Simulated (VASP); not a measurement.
Write the native input for VASP 6.6.1 that does the following.

- Task: work function
- Functional: PBE
- Potentials or basis: VASP PAW PBE potentials, release 64 (Se, Zr_sv)
- Cutoff: 520 eV
- k mesh: 12 × 12 × 1
- Occupations: gaussian, width 0.03 eV
- Spin: non-collinear spin, zero start, spin-orbit coupling
- Starting moments: [[0.0, 0.0, 0.0], [0.0, 0.0, 0.0], [0.0, 0.0, 0.0]] μB
- Dipole correction: yes
- Further INCAR settings: ALGO = Normal; EDIFF = 1e-07

The structure of ZrSe2 lies in POSCAR:

```
ZrSe2                                   
1.0
    3.7654871715     -0.0000000000      0.0000000000
   -1.8827435857      3.2610075518      0.0000000000
    0.0000000000      0.0000000000     19.1600000000
  Se              Zr            
     2     1
Direct
     0.3333330000000032    0.6666669999999968    0.4170524752932581
     0.6666669999999968    0.3333330000000032    0.5829475247067419
     0.0000000000000000    0.0000000000000000    0.5000000000000000
```

The cell was built by a generator and needn't be a form met in nature.

These files were run (other wordings do the same):

INCAR

```
ALGO = Normal
DIPOL = 0.5 0.5 0.500
EDIFF = 1E-7
ENCUT = 520
GGA = PE
GGA_COMPAT = F
IDIPOL = 3
ISIF = 2
ISMEAR = 0
KPAR = 4
LASPH = T
LCHARG = T
LDIPOL = T
LMAXMIX = 4
LORBIT = 11
LREAL = F
LSORBIT = T
LVACPOTAV = T
LVHAR = T
LWAVE = F
MAGMOM = 0 0 0 0 0 0 0 0 0
NELM = 80
PREC = Accurate
SIGMA = 0.03
```

KPOINTS

```
k-points
0
Gamma
  12 12 1
```

Potentials or basis: VASP PAW PBE potentials, release 64 (Se, Zr_sv).

The run is started by

```sh
$ cat potpaw_PBE.64/Se/POTCAR potpaw_PBE.64/Zr_sv/POTCAR > POTCAR
$ mpirun -np 4 vasp_ncl > vasp.out
```

Results of the run:

The largest force is 0.102 eV/Å and the net moment is 0.00 μB per cell. The valence electrons inside the program's atomic spheres are Se 3.89; Zr 9.64. The work function of the upper face is 5.26 eV and the work function of the lower face is 5.26 eV.

It took 2 min on 4 MPI ranks on Intel(R) Xeon(R) 6975P-C (Granite Rapids) (shared host), peak memory 0.91 GiB a rank.
